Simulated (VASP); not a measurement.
A run of VASP 6.6.1 is set up as follows.

INCAR

```
PREC     = Normal         # precision mode
ENCUT    = 520            # plane-wave cutoff, eV
EDIFF    = 1E-4           # SCF threshold, eV
ISMEAR   = 0              # smearing method
SIGMA    = 0.15           # smearing width, eV
LREAL    = F              # projectors in reciprocal space
LASPH    = T              # aspherical terms in the spheres
NELM     = 60             # most SCF steps
ALGO     = Fast           # electronic algorithm
ISIF     = 3              # what is computed and relaxed
LWAVE    = F              # write WAVECAR
LCHARG   = F              # write CHGCAR
GGA      = PE             # functional
IBRION   = 2              # ionic algorithm
NSW      = 24             # ionic steps
EDIFFG   = -0.08          # ionic threshold
```

The input KPOINTS:

```
Automatic mesh
0
Gamma
  4 4 4
```

The input POSCAR:

```
TiC3
1.0
    4.7749821700      0.0000000000      0.0000000000
   -2.3874910900      4.1352558700      0.0000000000
    0.0000000000      0.0000000000      4.5579375300
Ti C
2 6
Direct
    0.3333333300      0.6666666700      0.0000000000
    0.6666666700      0.3333333300      0.0000000000
    0.6666699900      0.0000000000      0.5000000000
    0.6666699900      0.6666699900      0.5000000000
    0.0000000000      0.3333300100      0.5000000000
    0.3333300100      0.3333300100      0.5000000000
    0.3333300100      0.0000000000      0.5000000000
    0.0000000000      0.6666699900      0.5000000000
```

Potentials or basis: VASP PAW PBE potentials, release 64 (Ti_sv, C).

Run with:

```bash
$ cat potpaw_PBE.64/Ti_sv/POTCAR potpaw_PBE.64/C/POTCAR > POTCAR
$ mpirun -np 1 vasp_std > vasp.out
```

(1) Predict the relaxed cell.

(2) Estimate the band gap on the k mesh.

(3) Predict the relaxed volume.

(4) Predict the space group after relaxing (to 0.05 Å).

Answers

(1) a = 4.487 Å, b = 4.487 Å, c = 3.751 Å, α = 90.00°, β = 90.00°, γ = 120.00°.

(2) none (metal or under the smearing width).

(3) 8.18 Å³/atom.

(4) P6/mmm (No. 191).

Caveat: the k mesh is coarse (spacing up to 0.38 Å⁻¹), so the values aren't converged; the volume moved by over 15 % at a fixed basis, so the end points are rough.
